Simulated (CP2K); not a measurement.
Runs of CP2K 2026.2 on MgB2. Symmetry: P6/mmm, No. 191, hexagonal system. Conventional cell: a = 3.085 Å, b = 3.085 Å, c = 3.523 Å, α = 90.00°, β = 90.00°, γ = 120.00°. Around Mg (site symmetry 6/mmm) lie 12 B at 2.51 Å. B (site symmetry -6m2) has 3 B at 1.78 Å as nearest neighbours. 

```tsv
task	level	potentials or basis	smearing	EPS_DEFAULT	NGRIDS	points a segment of the path (NPOINTS)	bands added on the path	gap on the mesh (eV)	pressure (GPa)	V0 of scaled cells (Å³/atom)	B0 (GPa)
equation of state	PBE	POTENTIAL_UZH Mg GTH-PBE-q10, B GTH-PBE-q3; TZVP-MOLOPT-PBE-GTH basis	fermi-dirac 0.05 eV	1.0E-10	5	-	-	-	-	(b)	149
single point	PBE	POTENTIAL_UZH Mg GTH-PBE-q10, B GTH-PBE-q3; TZVP-MOLOPT-PBE-GTH basis	fermi-dirac 0.05 eV	1.0E-10	4	-	-	none	0.2	-	-
band structure	r2SCAN	POTENTIAL_UZH Mg GTH-SCAN-q10, B GTH-SCAN-q3; TZVP-MOLOPT-SCAN-GTH basis	fermi-dirac 0.05 eV	1.0E-9	4	10	4	none	-1.9	-	-
single point	PBEsol	POTENTIAL_UZH Mg GTH-PBE-q10, B GTH-PBE-q3; TZVP-MOLOPT-PBE-GTH basis	fermi-dirac 0.05 eV	1.0E-10	5	-	-	none	-0.9	-	-
band structure	LDA	GTH_POTENTIALS Mg GTH-PADE-q10, B GTH-PADE-q3; TZVP-MOLOPT-PBE-GTH basis	fermi-dirac 0.05 eV	1.0E-9	4	10	4	none	-6.1	-	-
band structure	PBEsol	POTENTIAL_UZH Mg GTH-PBE-q10, B GTH-PBE-q3; TZVP-MOLOPT-PBE-GTH basis	fermi-dirac 0.1 eV	1.0E-10	4	8	2	none	-1.0	-	-
equation of state	PBEsol	POTENTIAL_UZH Mg GTH-PBE-q10, B GTH-PBE-q3; TZVP-MOLOPT-PBE-GTH basis	fermi-dirac 0.05 eV	1.0E-10	4	-	-	-	-	(c)	(a)
band structure	PBEsol	POTENTIAL_UZH Mg GTH-PBE-q10, B GTH-PBE-q3; TZVP-MOLOPT-PBE-GTH basis	fermi-dirac 0.01 eV	1.0E-10	5	8	6	none	-0.9	-	-
band structure	PBE	POTENTIAL_UZH Mg GTH-PBE-q10, B GTH-PBE-q3; TZVP-MOLOPT-PBE-GTH basis	fermi-dirac 0.01 eV	1.0E-9	5	10	4	none	0.2	-	-
band structure	PBE	POTENTIAL_UZH Mg GTH-PBE-q10, B GTH-PBE-q3; TZVP-MOLOPT-PBE-GTH basis	fermi-dirac 0.1 eV	1.0E-9	4	8	2	none	0.2	-	-
band structure	LDA	GTH_POTENTIALS Mg GTH-PADE-q10, B GTH-PADE-q3; TZVP-MOLOPT-PBE-GTH basis	fermi-dirac 0.0259 eV	1.0E-10	4	10	6	none	-6.0	-	-
```

Alike in all rows: no spin polarisation; cell as given; k mesh 10 × 10 × 8.

Estimate the missing entries.

(a) 152; (b) 9.70; (c) 9.62.

Caveats: the basis of atomic orbitals isn't converged, which shifts pressures, moduli and gaps; the potentials were made for another functional, which shifts forces and pressure (some runs); the cell was scaled at fixed shape and fractional positions, which overstates the stiffness of a crystal with free parameters, most of all of layers and chains (some runs).

A k mesh can miss the band edges.

A gap of «none» marks a metal or a gap under the smearing width.

Not every run made on this cell is shown here.
